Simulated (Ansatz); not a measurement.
Density of states of NaI (Fm-3m, a = 6.528 Å, b = 6.528 Å, c = 6.528 Å, α = 90.00°, β = 90.00°, γ = 90.00°), in states per eV and primitive cell, averaged over bins of 0.4 eV. Theory: DFT PBE, scalar-relativistic, plane waves, PAW in Ansatz.

Cutoff 420 eV; k points 6×6×6 on the computed 2-atom cell (Γ-centred); Gaussian smearing, width 0.02 eV; no spin polarisation.

The cell is relaxed at this level. The states (both spins) are summed by tetrahedra on a 9×9×9 mesh at the self-consistent density. Energies are bin centres; the table starts no lower than −8 eV and ends at 6 eV, or lower where the solved bands end.

The gap is 3.58 eV at this level, with the zero inside it.

| E − E_F (eV) | total | I 5p | Na 3s | I 5s |
| --- | --- | --- | --- | --- |
| -3.65 | 1.99 | 1.71 | 0.27 | 0.01 |
| -3.25 | 2.44 | 2.14 | 0.27 | 0.02 |
| -2.85 | 2.14 | 2.04 | 0.07 | 0.01 |
| -2.45 | 4.26 | 4.17 | 0.05 | 0.00 |
| -2.05 | 4.06 | 4.03 | 0.01 | 0.00 |
| -1.65 | 0.10 | 0.10 | 0.00 | 0.00 |
| -1.25 | 0.00 | 0.00 | 0.00 | 0.00 |
| -0.85 | 0.00 | 0.00 | 0.00 | 0.00 |
| -0.45 | 0.00 | 0.00 | 0.00 | 0.00 |
| -0.05 | 0.00 | 0.00 | 0.00 | 0.00 |
| 0.35 | 0.00 | 0.00 | 0.00 | 0.00 |
| 0.75 | 0.00 | 0.00 | 0.00 | 0.00 |
| 1.15 | 0.00 | 0.00 | 0.00 | 0.00 |
| 1.55 | 0.00 | 0.00 | 0.00 | 0.00 |
| 1.95 | 0.01 | 0.00 | 0.01 | 0.00 |
| 2.35 | 0.07 | 0.01 | 0.05 | 0.01 |
| 2.75 | 0.20 | 0.02 | 0.15 | 0.02 |
| 3.15 | 0.70 | 0.06 | 0.50 | 0.04 |
| 3.55 | 1.73 | 0.14 | 0.92 | 0.06 |
| 3.95 | 2.08 | 0.12 | 0.80 | 0.03 |
| 4.35 | 0.78 | 0.02 | 0.10 | 0.00 |
| 4.75 | 2.04 | 0.07 | 0.31 | 0.00 |
| 5.15 | 1.70 | 0.06 | 0.23 | 0.00 |
| 5.55 | 1.94 | 0.03 | 0.11 | 0.01 |

The columns after the total are the Löwdin projections on the occupied valence shells of the potentials. The rest of the total lies in shells that are empty in the free atom, which aren't projected, and between the atoms.

Spin-orbit coupling is left out, which matters for the bands of heavy elements.